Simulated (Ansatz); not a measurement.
## CdS: the change of smallest direct gap on path with volume per atom

Periodic Kohn-Sham DFT of a crystal at fixed atoms; Kohn-Sham levels at symmetry points; band -1 is the highest filled and +1 the lowest empty one at that point, spin up along a +z start moment. The results are calculated, by Ansatz 0.2.0.

Cell of the first row (space group P6_3mc, No. 186):
```
CdS
1.0
      4.0504     0.0000     0.0000
     -2.0252     3.5077     0.0000
      0.0000     0.0000     6.6112
Cd S
2 2
Direct
  0.33333 0.66667 0.00000
  0.66667 0.33333 0.50000
  0.33333 0.66667 0.38500
  0.66667 0.33333 0.88500
```

Settings of every row: method all-electron LAPW; functional PBEsol; relativity scalar; k mesh 7x7x4; filling fermi-dirac; smearing width 0.01 eV; basis error target 1 meV/atom; nucleus gaussian.

Atom start moment: 0 on all atoms.

Limits: semilocal functionals tend to give too small a gap; no spin-orbit coupling, which shifts gaps with heavier elements (CdS).

| row | volume per atom (Å³) | smallest direct gap on path (eV) | band gap (eV) |
| --- | --- | --- | --- |
| 1 | 23.483 | 1.215 | 1.215 |
| 2 | 23.982 | ? | ? |
| 3 | 24.482 | 1.13 | 1.13 |
| 4 | 24.732 | 1.109 | 1.109 |
| 5 | 24.982 | 1.087 | 1.087 |
| 6 | 25.231 | 1.066 | 1.066 |
| 7 | 25.481 | 1.045 | 1.045 |
| 8 | 25.981 | 1.003 | 1.003 |
| 9 | 26.48 | 0.962 | 0.962 |

Question: what smallest direct gap on path should row 2 give?

Worked fit of smallest direct gap on path. Take t = volume per atom − 25, in Å³. The shown rows have t = -1.517, -0.518, -0.268, -0.018, 0.231, 0.481, 0.981, 1.48. Their means are 0.1065 and 1.0771 eV; the sums about the means are S_tt = 5.989 and S_ty = -0.5064, whose ratio is the slope. Least squares give smallest direct gap on path = 1.0861 − 0.08456 × t eV. The rows lie off it by 0.001, 0.000, 0.000, -0.001, -0.001, 0.000, 0.000, 0.001. The withheld row has t = -1.018, so the fit gives 1.0861 − 0.08456 × (-1.018) = 1.172 eV.

The calculation gave 1.173 eV. The fit lies 0.001 eV (0.4 % of the column's range) below it, one unit of the last digit.

The other values of row 2: band gap 1.173 eV.
